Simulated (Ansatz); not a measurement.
# HfO2 (Fm-3m) in Ansatz: further runs

The runs below take HfO2 through single point, with HSE06 form with a typed share of exact exchange.

Everything below comes from runs of Ansatz 0.2.0. Logs are shortened: lines on timing, memory, paths and dates and some standing lists are left out, and cuts for length are marked.

## 1. The crystal as given

The structure is cubic, space group Fm-3m (No. 225). The conventional cell has a = 5.115 Å, b = 5.115 Å, c = 5.115 Å, α = 90.00°, β = 90.00°, γ = 90.00°. Around Hf (site symmetry m-3m) lie 8 O at 2.21 Å. Around O (site symmetry -43m) lie 4 Hf at 2.21 Å.

Measurements of this composition are mostly on another form, of space group No. 14.

## 2. Single point, HSE06 form with a typed share of exact exchange

The input, input.yaml:

```yaml
crystal:
  lattice:
    - [0.0, 2.5575, 2.5575]
    - [2.5575, 0.0, 2.5575]
    - [2.5575, 2.5575, 0.0]
  atoms:
    - { symbol: Hf, position: [0.0, 0.0, 0.0] }
    - { symbol: O, position: [0.75, 0.75, 0.75] }
    - { symbol: O, position: [0.25, 0.25, 0.25] }
hamiltonian:
  xc: { exchange: pbe, correlation: pbe, exx: { coeff: 0.25, omega: 0.1 } }
  pseudopotentials: { kind: paw }
kpoints:
  mp_grid: { grid: [5, 5, 5] }
scf:
  occupations: { method: fermi_dirac, width: 0.05 }
output:
  forces: true
  stress: true
  eigenvalues: true
```

Potentials or basis: Ansatz PAW.

Launch:

```
> ansatz run input.yaml --threads 2 --pin off --max-ram 5632MiB --backend cpu --events-out ev --progress --plain --runs-dir out
```

What it wrote:

```text
Warning: output.stress: scf.convergence.dr2_threshold = 1e-7 eV (the SCF's general default) is looser than the 3e-10 eV advised for a printed stress (1e-10 eV for each atom of the cell: 3). What an SCF threshold leaves in a stress goes as its square root, and in the free energy as the threshold itself, and one threshold admits the most on a small cell: of the crystals measured, under no hybrid functional and no lock of the moments, on runs that ended without the residual-converged pass, on stresses that held no estimate of that error, the worst erred by over 100 MPa in a component at 1e-7 eV an atom and by under 5 at 1e-10. Set scf.convergence.dr2_threshold to 3e-10 eV or tighter. The threshold is an SCF's pass mark: one that does not reach it within its budget of iterations ends unconverged, or closes short of it on a stop that the run arms, and scf.convergence.dr2_threshold's page says what that costs each kind of run
Warning: output.stress: scf.exx.energy_threshold = 1e-6 eV is looser than the 3e-8 eV advised for a stress under a hybrid functional (1e-8 eV for each atom of the cell: 3). Every SCF of the exchange loop can meet its threshold on dr2 while the loop round them stops early: no threshold on dr2 bounds what that leaves in the stress. Set scf.exx.energy_threshold to 3e-8 eV or tighter. The threshold is the loop's pass mark: a loop that does not reach it within its budget of cycles ends unconverged, and scf.exx.energy_threshold's page has the law
Warning: RAYON_NUM_THREADS=2 ignored (pool sized by the plan → 2); use --threads N
exact exchange: scf.exx.singularity resolves to wigner_seitz, which cuts the screened interaction at the faces of the exchange supercell's Wigner-Seitz cell, so that each pair interacts once, at the shortest of its separations (the periodic images that this leaves out come, for a point-like exchange hole, to about 0.025 eV on a filled level). The cut falls within the interaction's reach, and what an exchange supercell this small leaves in the energy, the band gaps and, where it is computed, the pressure is not bounded here. The exchange supercell (the smallest cell that an SCF of this deck is solved on times the 5×5×5 mesh of the exchange sum) has its nearest image at L = 18.08 Å, 1.81 times the interaction's range 1/ω = 10.00 Å. A denser mesh of the exchange sum (kpoints.mp_grid; where a k-mesh is refused, the cell repeated along its short axes), shrinks what is left. The k-mesh (kpoints.mp_grid) can leave an error of its own, as it does under a semilocal functional: two runs of this structure under PBE, one on that k-mesh and one on a denser one or on the cell repeated (per cell), show about how large it is in the energy; in a metal the hybrid's can be larger than they show. Converge the k-mesh under the hybrid itself. See scf.exx.q_mesh
Engine: ansatz 0.2.0, x86_64-unknown-linux-gnu
Pseudopotentials: kind: paw
Pseudopotential: Hf, paw, valence charge 26, recommended cutoff 420 eV (normal), Hf.paw.azcp
Pseudopotential: O, paw, valence charge 6, recommended cutoff 420 eV (normal), O.paw.azcp
Functional definition: unnamed
  parameter a_1 = 0.25
  parameter omega_1 = 0.1/angstrom
  exchange = pbe_x + (-a_1)*pbe_x_sr(omega_1) + a_1*exact_x_sr(omega_1)
  correlation = pbe_c
Crystal: 3 atoms, lattice volume = 33.456 Å³
Basis set: ecut = 420 eV, 645 PW (Γ), exchange–correlation on 50×50×50 points (8 copies of the dense FFT grid, shifted against one another)
Bands: 23, of which v1, the nominal top of the filled ones, is band 19 counted from 1 (18 counted from 0)
Symmetry: 48 space group operations
Space group: Fm-3m (ITA 225), of the structure as read, at distance tolerance 3.2e-5 Å
k-points: 10 of 125
Non-local potential: Hf, projectors of the file, l = 0: 3, l = 1: 2, l = 2: 2, l = 3: 3
Non-local potential: O, projectors of the file, l = 0: 2, l = 1: 2, l = 2: 1
PAW form: soft (Blöchl's): semilocal exchange-correlation on the pseudo side does not see the compensation charge
PAW frozen core: Hf, regenerated for the run's functional, and the local potential with it (the file was generated under x = pbe(κ = 0.804, μ = 0.2195149727645171), c = pbe(β = 0.06672455060314922))
PAW frozen core: O, regenerated for the run's functional, and the local potential with it (the file was generated under x = pbe(κ = 0.804, μ = 0.2195149727645171), c = pbe(β = 0.06672455060314922))
PAW one-centre angular grid: Hf, 590 points (default); XC on 64 Gauss nodes
PAW one-centre angular grid: O, 110 points (default); XC on 96 Gauss nodes
Initial density: superposition of atomic densities (neutral atoms: chi_scale 0, normalization atom), corrected by the library's trained network
Initial wavefunctions: pseudopotential atomic-orbital guess
Functional: x = pbe(κ = 0.804, μ = 0.2195149727645171), c = pbe(β = 0.06672455060314922), warm-up for x = pbe(κ = 0.804, μ = 0.2195149727645171) + 0.25 (exact − pbe) at short range (hse, ω = 0.1 Å⁻¹), c = pbe(β = 0.06672455060314922)
SCF iter   1: F=—  HF=-16861.409642 eV  |F-HF|=—  |Δ(HF+E_count)|=         —  Δρ=2.07e-3  dr2=7.82e-4  ethr=1.77e-3  ⟨swp⟩=2.0  Hψ=1332  notcnv=0
preconditioner: auto → none  [insulator: Δε(μ)=4.040 eV  Ē_g=18.177 eV  σ=0.050 eV  W_gap=1.00  n_scr=14 (ndim 8)  ℏωp=38.5 eV  f_vac=0.066  D(μ)=0.00/eV (n_scr^D=0)]
SCF iter   2: F=-16861.410245 eV  HF=-16861.410153 eV  |F-HF|=9.17e-5  |Δ(HF+E_count)|=   5.11e-4  Δρ=1.17e-3  dr2=2.34e-4  ethr=2.06e-6  ⟨swp⟩=4.0  Hψ=630  notcnv=0
SCF 1 stopped early in 2 iterations: F = -16861.410245 eV  dr2 = 2.34e-4
Initial density: handed on by an earlier stage of this run
[... 15 lines left out ...]
SCF 2 stopped early in 8 iterations: F = -16861.645598 eV  dr2 = 8.03e-7
hybrid outer 1: dexx = +2.346e-2 eV, tail = 1.14e-3 eV
Exchange kernel: α = 0.2500, screened, ω = 0.1000 Å⁻¹, Wigner–Seitz truncation, v(0) = 3334.0325 eV·Å³, q-mesh 5×5×5, nearest image of the exchange supercell L = 18.08 Å, pair-density grid 15×15×15, without the augmentation charges, whose exchange is taken in its separable form by FFT convolution over the k-point mesh (sized by the pseudopotential files, 20×20×20 at the most), smooth part of the exact exchange by density-matrix convolution
Frozen-core exchange: fock
SCF iter   1: F=—  HF=-16861.645050 eV  |F-HF|=—  |Δ(HF+E_count)|=         —  Δρ=1.20e-4  dr2=1.66e-6  ethr=1.50e-5  ⟨swp⟩=2.0  Hψ=460  notcnv=0
preconditioner: auto → none  [insulator: Δε(μ)=6.053 eV  Ē_g=21.818 eV  σ=0.050 eV  W_gap=1.00  n_scr=14 (ndim 8)  ℏωp=38.5 eV  f_vac=0.072  D(μ)=0.00/eV (n_scr^D=0)]
SCF iter   2: F=—  HF=-16861.645055 eV  |F-HF|=—  |Δ(HF+E_count)|=   5.14e-6  Δρ=4.85e-5  dr2=3.53e-7  ethr=3.65e-9  ⟨swp⟩=5.1  Hψ=743  notcnv=0
SCF iter   3: F=—  HF=-16861.645055 eV  |F-HF|=—  |Δ(HF+E_count)|=   1.50e-8  Δρ=2.15e-5  dr2=6.19e-8  ethr=7.85e-10  ⟨swp⟩=3.2  Hψ=494  notcnv=0
SCF iter   4: F=—  HF=-16861.645055 eV  |F-HF|=—  |Δ(HF+E_count)|=   3.25e-7  Δρ=7.45e-6  dr2=1.29e-8  ethr=6.11e-11  ⟨swp⟩=4.9  Hψ=710  notcnv=0
SCF iter   5: F=-16861.645055 eV  HF=-16861.645055 eV  |F-HF|=0.00e0  |Δ(HF+E_count)|=   3.58e-9  Δρ=5.27e-7  dr2=8.76e-10  ethr=3.09e-11  ⟨swp⟩=4.0  Hψ=514  notcnv=0
SCF 3 converged in 5 iterations: F = -16861.645055 eV  dr2 = 8.76e-10
  Residual-converged pass: ⟨swp⟩=2.7  Hψ=548  notcnv=0  max |occ|·‖R‖ = 2.4e-6 eV (tolerance 2.4e-6 eV)  dr2=8.74e-10  dr2_onsite=2.10e-11  max |Δocc| = 0.0e0
hybrid outer 2: dexx = +2.295e-6 eV, tail = 1.82e-7 eV, Δε = 9.22e-3 eV (about 4.01e-4 eV left of the loop's levels)
Exchange kernel: α = 0.2500, screened, ω = 0.1000 Å⁻¹, Wigner–Seitz truncation, v(0) = 3334.0325 eV·Å³, q-mesh 5×5×5, nearest image of the exchange supercell L = 18.08 Å, pair-density grid 15×15×15, without the augmentation charges, whose exchange is taken in its separable form by FFT convolution over the k-point mesh (sized by the pseudopotential files, 20×20×20 at the most), smooth part of the exact exchange by density-matrix convolution
Frozen-core exchange: fock
SCF iter   1: F=—  HF=-16861.645055 eV  |F-HF|=—  |Δ(HF+E_count)|=         —  Δρ=5.90e-6  dr2=7.43e-9  ethr=2.39e-9  ⟨swp⟩=4.1  Hψ=508  notcnv=0
preconditioner: auto → none  [insulator: Δε(μ)=6.054 eV  Ē_g=21.819 eV  σ=0.050 eV  W_gap=1.00  n_scr=14 (ndim 8)  ℏωp=38.5 eV  f_vac=0.072  D(μ)=0.00/eV (n_scr^D=0)]
SCF iter   2: F=-16861.645055 eV  HF=-16861.645055 eV  |F-HF|=1.20e-10  |Δ(HF+E_count)|=   1.67e-9  Δρ=1.50e-6  dr2=6.04e-10  ethr=1.81e-11  ⟨swp⟩=3.7  Hψ=571  notcnv=0
SCF 4 converged in 2 iterations: F = -16861.645055 eV  dr2 = 6.04e-10
  Residual-converged pass: ⟨swp⟩=2.7  Hψ=433  notcnv=0  max |occ|·‖R‖ = 2.4e-6 eV (tolerance 2.4e-6 eV)  dr2=6.05e-10  dr2_onsite=1.10e-10  max |Δocc| = 0.0e0
hybrid outer 3: dexx = +2.974e-9 eV, tail = 1.76e-9 eV, Δε = 1.26e-4 eV (about 2.26e-5 eV left of the loop's levels), ΔF = 1.45e-18 eV/Å (tail 1.53e-18)
hybrid SCF converged: 3 outer / 15 inner (+2 warm-up), last move |dexx| = 2.97e-9 eV, tail = 1.76e-9 eV
Stability not checked: this state was not tested for a lower state beside it, because the functional holds exact exchange (a hybrid, or Hartree-Fock), whose exchange loop this test does not read (fock_operator; see scf.lower_state_search)
Free energy (F): -16861.645055 eV
Frozen-core exchange: fock
Harris-Foulkes:  -16861.645055 eV  (|F-HF|=1.20e-10)
Internal energy: -16861.645055 eV  (E = F + TS)
E sigma→0 (E₀):  -16861.645055 eV
Fermi energy:    17.143496 eV
--- Per-component energies (eV) ---
  E_band       = -76.087796
  E_kinetic    = 767.366122
  E_local      = -5799.973206  (includes V_loc(G=0)·N_el)
  E_nonlocal   = -1165.065208
  E_hartree    = 2652.380517
  E_xc         = -348.542715
  E_vxc        = -353.851686  (∫ρ·V_xc dr)
  E_exx        = -162.599558  (= α·E_x^exact, valence–valence)
  E_paw        = -7164.212634  (= ΣΔE_a)
  E_vpaw       = 1495.869339  (= ΣTr[D̂ρ^β])
  E_aug_tail   = 0.004916  (compensation charges beyond the density's cutoff)
  E_ewald      = -5642.107159
  E_core_change = 1.103870  (= ΣΔE_core)
  E_smearing   = -0.000000  (= −TS)
  E_closure    = 0.000001  (closes the sum)
  Σ components = -16861.645055   (vs F -16861.645055, Δ=3.64e-12)
--- Forces (eV/Å), atoms counted from 1 ---
  atom   1  Hf    -0.00000000     0.00000000     0.00000000
  atom   2  O      0.00000000    -0.00000000    -0.00000000
  atom   3  O      0.00000000    -0.00000000    -0.00000000
  max |Σ_I F_I| component: 1.73e-18 eV/Å
--- Stress (GPa, compression-positive) ---
       -8.937710       0.000000      -0.000000
        0.000000      -8.937710       0.000000
       -0.000000      -0.000000      -8.937710
  P = ⅓ Tr σ = -8.9377 GPa (-89.377 kbar)
--- Band table (eV; the first three rows and the last of 10) ---
  k-point 0: bands = ["-49.6029", "-16.7001", "-16.7001", "-16.7001", "-6.0332", "-3.2015", "0.4890", "0.4890", "0.4890", "0.5431", "0.5431", "0.5431", "0.7797", "8.6459", "8.6459", "8.6459", "13.6418", "13.6418", "13.6418", "20.1523", "20.1523", "21.8059", "26.8305"]
  k-point 1: bands = ["-49.5979", "-16.8775", "-16.7202", "-16.7202", "-5.5336", "-3.4942", "0.4946", "0.4946", "0.4994", "0.5341", "0.5341", "0.5432", "0.6748", "9.0301", "9.0301", "9.6643", "12.5917", "13.0452", "13.0452", "20.7157", "20.7157", "23.0038", "25.4850"]
  k-point 2: bands = ["-49.5898", "-17.1437", "-16.7525", "-16.7525", "-4.8526", "-3.7491", "0.4988", "0.4988", "0.5119", "0.5259", "0.5259", "0.5436", "0.5833", "9.6677", "9.6677", "11.1486", "11.2398", "12.3862", "12.3862", "20.9540", "20.9540", "23.0090", "25.6562"]
  k-point 9: bands = ["-49.5848", "-17.0857", "-16.9532", "-16.8192", "-4.1445", "-4.0799", "0.5030", "0.5079", "0.5152", "0.5204", "0.5254", "0.5339", "0.5440", "8.7279", "9.3024", "10.9294", "11.8702", "13.0051", "13.5894", "20.8599", "21.4656", "23.4474", "23.6281"]
```

Run time: 12 s. Hardware: 2 threads of Intel Xeon 6975P-C (Granite Rapids), shared host; peak memory 0.85 GiB.

What came out:

```
Free energy            : -16861.6451 eV
Pressure               : -8.9 GPa
Band gap on the k mesh : 6.05 eV, indirect (least direct gap 6.33 eV)
```

Levels at points of the mesh, in eV from the valence-band top:
```csv
k point,band 15,band 16,band 17,band 18,band 19,band 20,band 21,band 22,band 23
"(0.00, 0.00, 0.00)",-5.45,-5.45,-0.46,-0.46,-0.46,6.05,6.05,7.71,12.73
```

Caveat: the k mesh is coarse (spacing up to 0.43 Å⁻¹), so the values aren't converged, least of all with exact exchange; odd divisions of the mesh miss points on the zone boundary, where band edges often lie, so the gap on the mesh can be too wide; the pressure holds a Pulay correction of +0.7 GPa for the finite cutoff; spin-orbit coupling is left out, which moves the levels of the heavy elements; the PAW data sets come from PBE, with cores solved anew for the run's functional, which leaves a small shift of forces and pressure; the thresholds are loose for stress.

[end of part 1 of 2]
